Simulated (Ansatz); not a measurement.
# AlNi2: convergence and cost

The task, for AlNi2: test the occupation rule and width.

Computed with Ansatz 0.2.0 (DFT r2SCAN, scalar-relativistic, plane waves, PAW, unless a step's input says otherwise).

2 further runs of the same task are left out: 2 for a known fault of the program.

## Step 1: The structure to begin with

The structure is trigonal, space group P-3m1 (No. 164). Conventional cell: a = 3.974 Å, b = 3.974 Å, c = 4.904 Å, α = 90.00°, β = 90.00°, γ = 120.00°. Al (site symmetry 3m) has 8 Ni at 2.37 to 2.48 Å as nearest neighbours. Around Ni (site symmetry 3m) lie 5 Al at 2.37 to 2.48 Å and 3 Ni at 2.47 Å. Ni (site symmetry -3m) has 8 Ni at 2.45 to 2.47 Å and 6 Al at 2.75 Å as nearest neighbours. Ni (site symmetry -3m) has 8 Ni at 2.45 to 2.77 Å and 6 Al at 2.48 Å as nearest neighbours.

Structure file:

```cif
data_structure
_symmetry_space_group_name_H-M 'P-3m1'
_symmetry_Int_Tables_number 164
_cell_length_a 3.9740
_cell_length_b 3.9740
_cell_length_c 4.9043
_cell_angle_alpha 90.000
_cell_angle_beta 90.000
_cell_angle_gamma 120.000
_cell_volume 67.07
loop_
_atom_site_label
_atom_site_type_symbol
_atom_site_symmetry_multiplicity
_atom_site_Wyckoff_symbol
_atom_site_fract_x
_atom_site_fract_y
_atom_site_fract_z
_atom_site_occupancy
Al1 Al 2 d 0.33333 0.66667 0.18987 1
Ni1 Ni 2 d 0.33333 0.66667 0.68511 1
Ni2 Ni 1 b 0.00000 0.00000 0.50000 1
Ni3 Ni 1 a 0.00000 0.00000 0.00000 1
```

Source of the structure: the Materials Project (structure only). It is taken as it stands there.

## Step 2: The base input

Input file input.yaml:

```yaml
crystal:
  lattice:
    - [3.9740030242, 0.0, 0.0]
    - [-1.9870015121, 3.4415875737, 0.0]
    - [0.0, 0.0, 4.90425882]
  atoms:
    - { symbol: Al, position: [0.33333333, 0.66666667, 0.18987406] }
    - { symbol: Al, position: [0.66666667, 0.33333333, 0.81012594] }
    - { symbol: Ni, position: [0.33333333, 0.66666667, 0.68511004] }
    - { symbol: Ni, position: [0.66666667, 0.33333333, 0.31488996] }
    - { symbol: Ni, position: [0.0, 0.0, 0.5] }
    - { symbol: Ni, position: [0.0, 0.0, 0.0] }
basis:
  ecutwfc: 500
kpoints:
  mp_grid: { grid: [12, 12, 8] }
hamiltonian:
  xc: r2scan
scf:
  occupations: { method: gaussian, width: 0.1 }
output:
  forces: true
  stress: true
  eigenvalues: true
  populations: true
  write_density: true
  write_potential: true
  elf: true
  volumetric_format: npy
```

It was run beforehand and gave: -4077.4821 eV/atom at zero smearing, pressure 0.65 GPa, largest force 0.010 eV/Å, no gap on the mesh, in 12 SCF cycles and 56 s.

## Step 3: Occupation rule and width set to Gaussian 0.01 eV

Input file input.yaml:

```yaml
crystal:
  lattice:
    - [3.9740030242, 0.0, 0.0]
    - [-1.9870015121, 3.4415875737, 0.0]
    - [0.0, 0.0, 4.90425882]
  atoms:
    - { symbol: Al, position: [0.3333333333, 0.6666666667, 0.18987406] }
    - { symbol: Al, position: [0.6666666667, 0.3333333333, 0.81012594] }
    - { symbol: Ni, position: [0.3333333333, 0.6666666667, 0.68511004] }
    - { symbol: Ni, position: [0.6666666667, 0.3333333333, 0.31488996] }
    - { symbol: Ni, position: [0.0, 0.0, 0.5] }
    - { symbol: Ni, position: [0.0, 0.0, 0.0] }
basis:
  ecutwfc: 500
kpoints:
  mp_grid: { grid: [12, 12, 8] }
hamiltonian:
  xc: r2scan
scf:
  occupations: { method: gaussian, width: 0.01 }
output:
  forces: true
  stress: true
  eigenvalues: true
```

Launch:

```console
ansatz run input.yaml --threads 1 --pin off --max-ram 2560MiB --backend cpu --events-out ev --progress --plain --runs-dir out
```

## Step 4: Occupation rule and width set to Gaussian 0.02 eV

Edit input.yaml of step 3 so:

```diff
@@ -19,3 +19,3 @@
 scf:
-  occupations: { method: gaussian, width: 0.01 }
+  occupations: { method: gaussian, width: 0.02 }
 output:
```

## Step 5: Occupation rule and width set to Gaussian 0.05 eV

Edit input.yaml of step 4 so:

```diff
@@ -19,3 +19,3 @@
 scf:
-  occupations: { method: gaussian, width: 0.02 }
+  occupations: { method: gaussian, width: 0.05 }
 output:
@@ -24 +24,5 @@
   eigenvalues: true
+  write_density: true
+  write_potential: true
+  elf: true
+  volumetric_format: npy
```

## Step 6: Occupation rule and width: Gaussian 0.3 eV

Edit input.yaml of step 5 so:

```diff
@@ -19,3 +19,3 @@
 scf:
-  occupations: { method: gaussian, width: 0.05 }
+  occupations: { method: gaussian, width: 0.3 }
 output:
@@ -24,5 +24 @@
   eigenvalues: true
-  write_density: true
-  write_potential: true
-  elf: true
-  volumetric_format: npy
```

## Step 7: Occupation rule and width set to Gaussian 0.5 eV

Edit input.yaml of step 6 so:

```diff
@@ -19,3 +19,3 @@
 scf:
-  occupations: { method: gaussian, width: 0.3 }
+  occupations: { method: gaussian, width: 0.5 }
 output:
```

## Step 8: Occupation rule and width set to Methfessel–Paxton 0.05 eV

Edit input.yaml of step 7 so:

```diff
@@ -19,3 +19,3 @@
 scf:
-  occupations: { method: gaussian, width: 0.5 }
+  occupations: { method: methfessel_paxton, width: 0.05 }
 output:
```

## Step 9: Occupation rule and width: Methfessel–Paxton 0.2 eV

Edit input.yaml of step 8 so:

```diff
@@ -19,3 +19,3 @@
 scf:
-  occupations: { method: methfessel_paxton, width: 0.05 }
+  occupations: { method: methfessel_paxton, width: 0.2 }
 output:
```

## Step 10: Occupation rule and width set to cold 0.01 eV

Edit input.yaml of step 9 so:

```diff
@@ -19,3 +19,3 @@
 scf:
-  occupations: { method: methfessel_paxton, width: 0.2 }
+  occupations: { method: cold, width: 0.01 }
 output:
```

## Step 11: Occupation rule and width set to cold 0.2 eV

Edit input.yaml of step 10 so:

```diff
@@ -19,3 +19,3 @@
 scf:
-  occupations: { method: cold, width: 0.01 }
+  occupations: { method: cold, width: 0.2 }
 output:
```

## Step 12: Occupation rule and width set to cold 0.3 eV

Edit input.yaml of step 11 so:

```diff
@@ -19,3 +19,3 @@
 scf:
-  occupations: { method: cold, width: 0.2 }
+  occupations: { method: cold, width: 0.3 }
 output:
```

## Step 13: Occupation rule and width: cold 0.5 eV

Edit input.yaml of step 12 so:

```diff
@@ -19,3 +19,3 @@
 scf:
-  occupations: { method: cold, width: 0.3 }
+  occupations: { method: cold, width: 0.5 }
 output:
```

## Step 14: Occupation rule and width set to tetrahedron

Edit input.yaml of step 13 so:

```diff
@@ -19,3 +19,3 @@
 scf:
-  occupations: { method: cold, width: 0.5 }
+  occupations: { method: tetrahedron }
 output:
```

(Steps that only read results are left out.)

What results come out of these runs, taken together? Wanted: largest energy shift, occupation rule and width.

As calculated:

| quantity | value |
| --- | --- |
| largest energy shift, occupation rule and width | 3.08 meV/atom at Gaussian 0.5 |

**Reading.** Smearing shifts the free energy by as much as 34.6 meV/atom (Gaussian 0.5); extrapolating to zero width leaves 3.08 at most. For the widths that shift F most, the extrapolation takes out most of the shift. In a metal, forces and stress under tetrahedra need not match the slope of their energy. Spin polarisation is off in the runs that give these values; a magnetic solution could lie lower.
